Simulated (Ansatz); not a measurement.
The system is Se.

```
CELL_PARAMETERS angstrom
4.35517 0.00000 0.00000
-2.17759 3.77169 0.00000
0.00000 0.00000 4.94945
ATOMIC_POSITIONS crystal
Se 0.78300 0.78300 0.50000
Se 0.00000 0.21700 0.83333
Se 0.21700 0.00000 0.16667
```

```yaml
Program: Ansatz 0.2.0
Task: relaxation of cell and atoms
Functional: PBE
Dispersion: D3(BJ)
Potentials_or_basis: Ansatz PAW
Cutoff: "420 eV (not typed: the program's choice for these potentials)"
k_mesh: 7 × 7 × 6
Occupations: fermi-dirac, width 0.05 eV
Spin: no spin polarisation
```

At the start: volume 27.10 Å³/atom.

Task: How do energy, volume and symmetry change on relaxing?

Result: It ends after 8 steps and the volume is 24.50 Å³/atom (-9.6 %); space group P3_221 (No. 154, to 0.05 Å).

The path:
```csv
step,energy change (eV),largest force (eV/Å),volume (Å³)
1,0.0000,1.1589,81.30
2,-0.1263,0.2239,78.03
3,-0.1530,0.0820,75.88
4,-0.1594,0.1066,74.54
5,-0.1630,0.0541,73.13
6,-0.1635,0.0181,73.57
7,-0.1635,0.0006,73.51
8,-0.1631,0.0006,73.51
```

Final structure:
```cif
data_structure
_symmetry_space_group_name_H-M 'P 1'
_symmetry_Int_Tables_number 1
_cell_length_a 4.0676
_cell_length_b 4.0676
_cell_length_c 5.1301
_cell_angle_alpha 90.000
_cell_angle_beta 90.000
_cell_angle_gamma 120.000
_cell_volume 73.51
loop_
_atom_site_label
_atom_site_type_symbol
_atom_site_fract_x
_atom_site_fract_y
_atom_site_fract_z
_atom_site_occupancy
Se1 Se 0.75281 0.75281 0.50000 1
Se2 Se 0.00000 0.24719 0.83333 1
Se3 Se 0.24719 0.00000 0.16667 1
```

Caveat: the plane-wave basis is chosen anew once the cell has moved, so the energies of steps on either side of that aren't comparable.
